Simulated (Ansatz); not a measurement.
The system is ZnS (Wurtzite-4H).

```
Zn S
1.0
     3.82270    0.00000    0.00000
    -1.91135    3.31056    0.00000
     0.00000    0.00000   12.52000
Zn S
4 4
Cartesian
  1.9114 1.1035 9.3900
  0.0000 2.2070 3.1300
  0.0000 0.0000 6.2600
  0.0000 0.0000 0.0000
  1.9114 1.1035 11.7375
  0.0000 2.2070 5.4775
  0.0000 0.0000 8.6075
  0.0000 0.0000 2.3475
```

```yaml
Program: Ansatz 0.2.0
Task: relaxation of cell and atoms
Functional: BLYP
Potentials_or_basis: Ansatz PAW
Cutoff: "420 eV (not typed: the program's choice for these potentials)"
k_mesh: 8 × 8 × 3
Occupations: fermi-dirac, width 0.05 eV
Spin: no spin polarisation
```

At the start: volume 19.81 Å³/atom.

Q: Where does the relaxation end?

A: It ends after 5 steps and the volume is 21.29 Å³/atom (+7.5 %); space group P6_3mc (No. 186, to 0.05 Å).

The path:
| step | energy change (eV) | largest force (eV/Å) | volume (Å³) |
| --- | --- | --- | --- |
| 1 | 0.0000 | 0.0514 | 158.44 |
| 2 | -0.1456 | 0.0168 | 165.20 |
| 3 | -0.1748 | 0.0047 | 169.73 |
| 4 | -0.1751 | 0.0077 | 170.34 |
| 5 | -0.1781 | 0.0077 | 170.34 |

Final structure:
```
Zn S
1.0
     3.91637    0.00000    0.00000
    -1.95818    3.39167    0.00000
     0.00000    0.00000   12.82394
Zn S
4 4
Direct
  0.66667 0.33333 0.75006
  0.33333 0.66667 0.25006
  0.00000 0.00000 0.50017
  0.00000 0.00000 0.00017
  0.66667 0.33333 0.93758
  0.33333 0.66667 0.43758
  0.00000 0.00000 0.68719
  0.00000 0.00000 0.18719
```

Caveat: the plane-wave basis is chosen anew once the cell has moved, so the energies of steps on either side of that aren't comparable; the PAW data sets come from PBE, with cores solved anew for the run's functional, which leaves a small shift of forces and pressure.
